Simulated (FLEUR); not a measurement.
## Ag: equation of state with LDA

The system is Ag.

```
Ag
1.0
    -1.65565    1.65565    1.65565
     1.65565   -1.65565    1.65565
     1.65565    1.65565   -1.65565
Ag
1
Direct
  0.00000 0.00000 0.00000
```

This isn't the form of Ag at room conditions, which is fcc.

```json
{"Program": "FLEUR MaX-R8.1 (later development tree)", "Task": "equation of state", "Functional": "LDA", "Potentials or basis": "all-electron", "Basis": "FLAPW", "Kmax": "4.1 1/bohr", "k mesh": "11 × 11 × 11", "Occupations": "fermi-dirac, width 0.05 eV", "Spin": "no spin polarisation", "Gmax": "12.7 1/bohr", "Muffin-tin radii": "Ag 2.46 bohr", "lmax": "Ag 10", "lnonsphr": "Ag 10", "Local orbitals a species": "Ag 5"}
```

The equilibrium volume is 16.12 Å³/atom (rough: see the caveat) and the bulk modulus is 135 GPa (rough).

Energy against volume, from the lowest point:
| volume (Å³/atom) | energy (meV/atom) |
| --- | --- |
| 17.065 | 0.00 |
| 17.428 | 17.07 |
| 18.154 | 63.00 |
| 18.880 | 120.66 |
| 19.243 | 153.04 |

Caveat: the minimum lies outside the volumes run.
